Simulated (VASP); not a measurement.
AlAs:

```
CELL_PARAMETERS angstrom
0.00000 2.84088 2.84088
2.84088 0.00000 2.84088
2.84088 2.84088 0.00000
ATOMIC_POSITIONS crystal
Al 0.00000 0.00000 0.00000
As 0.25000 0.25000 0.25000
```

Base run:

| Property | Result |
| --- | --- |
| Program | VASP 6.6.1 |
| Functional | PBE |
| Potentials or basis | VASP PAW PBE potentials, release 64 (Al, As) |
| Cutoff | 520 eV |
| k mesh | 8 × 8 × 8 |
| Occupations | gaussian, width 0.03 eV |
| Spin | no spin polarisation |

Its results: band gap on the k mesh 1.45 eV, indirect (least direct gap 1.97 eV); pressure 1.9 GPa.

Problem. The run is repeated on the same cell with these changes: functional from PBE to LDA; potentials or basis from VASP PAW PBE potentials, release 64 (Al, As) to VASP PAW LDA potentials, release 64 (Al, As). What comes out?

Solution. Band gap on the k mesh 1.36 eV, indirect (least direct gap 1.80 eV); pressure -1.7 GPa.
